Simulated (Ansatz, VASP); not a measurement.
**One calculation of Rh, two programs**

File INCAR:

```
ALGO     = Fast           # electronic algorithm
EDIFF    = 1E-7           # SCF threshold, eV
ENCUT    = 520            # plane-wave cutoff, eV
GGA      = PE             # functional
ISIF     = 2              # what is computed and relaxed
ISMEAR   = 0              # smearing method
LASPH    = T              # aspherical terms in the spheres
LCHARG   = F              # write CHGCAR
LREAL    = F              # projectors in reciprocal space
LWAVE    = F              # write WAVECAR
NBANDS   = 22             # bands
NELM     = 100            # most SCF steps
PREC     = Accurate       # precision mode
SIGMA    = 0.1            # smearing width, eV
```

File KPOINTS:

```
k-points
0
Gamma
  18 18 10
```

Contents of POSCAR:

```
Rh
1.0
    2.7792850290      0.0000000000      0.0000000000
   -1.3896425145      2.4069314395      0.0000000000
    0.0000000000      0.0000000000      4.4725393531
Rh
2
Direct
    0.6666666667      0.3333333333      0.7500000000
    0.3333333333      0.6666666667      0.2500000000
```

Input for Ansatz:

```yaml
crystal:
  lattice:
    - [2.779285029, 0.0, 0.0]
    - [-1.3896425145, 2.4069314395, 0.0]
    - [0.0, 0.0, 4.4725393531]
  atoms:
    - { symbol: Rh, position: [0.6666666667, 0.3333333333, 0.75] }
    - { symbol: Rh, position: [0.3333333333, 0.6666666667, 0.25] }
basis:
  ecutwfc: 420
kpoints:
  mp_grid: { grid: [18, 18, 10] }
hamiltonian:
  xc: pbe
scf:
  occupations: { method: gaussian, width: 0.1 }
output:
  forces: true
  stress: true
  eigenvalues: true
```

Change from the starting cell: equal strain along all axes, cell held, atoms relaxed: +2.0 %.

Alike in both runs: task single point; functional PBE; k mesh 18 × 18 × 10; occupations gaussian, width 0.1 eV; no spin polarisation.

|  | VASP | Ansatz |
| --- | --- | --- |
| version | VASP 6.6.1 | Ansatz 0.2.0 |
| potentials or method | VASP PAW PBE potentials, release 64 (Rh_pv) | scalar-relativistic, plane waves, PAW |
| plane-wave cutoff (eV) | 520 | 420 |
| valence electrons in the cell | 30 | 34 |

Ansatz gave:

| Property | Result |
| --- | --- |
| gap on the k mesh at the Fermi level (eV) | none |
| pressure (GPa) | -13.0 |
| largest component of the traceless stress (GPa) | 0.27 |

Which values does VASP return?

gap on the k mesh at the Fermi level (eV): none; pressure (GPa): -12.9; largest component of the traceless stress (GPa): 0.25.

A gap of «none» marks a metal or a gap that the smearing closes. With one functional, cell and mesh, what is left measures potentials, basis and numerics. The two sets of potentials don't hold the same shells in valence.
